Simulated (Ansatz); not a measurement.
Crystal: TaN.

```
Ta N
1.0
     3.66304    0.00000    0.00000
     0.00000    3.66304    0.00000
     0.00000    0.00000    4.56049
Ta N
2 2
Direct
  0.00000 0.50000 0.00000
  0.50000 0.00000 0.50000
  0.00000 0.00000 0.25000
  0.00000 0.00000 0.75000
```

The cell comes from a database or a generator and needn't be the stable form of this composition.

Program: Ansatz 0.2.0. Alike in all runs: task band structure; potentials or basis Ansatz PAW; no spin polarisation; cell as given; k mesh 4 × 4 × 4; smearing fermi-dirac 0.05 eV; the mesh is coarse, so values aren't converged.

Q: Order these runs on this cell by their pressure, lowest first.
A. level LDA; cutoff (eV) 420
B. level r2SCAN; cutoff (eV) 500
C. level PBEsol; cutoff (eV) 420

A: A (-28.9 GPa), C (-25.1 GPa), B (-23.0 GPa).

Caveats: all runs use coarse meshes; the PAW data sets come from PBE, with cores solved anew for the run's functional, which leaves a small shift of forces and pressure; a pressure of tens of GPa on the cell as given is suspect, and the run, the potentials or the cell itself is likely at fault (some runs).

Not every run made on this cell is shown here.
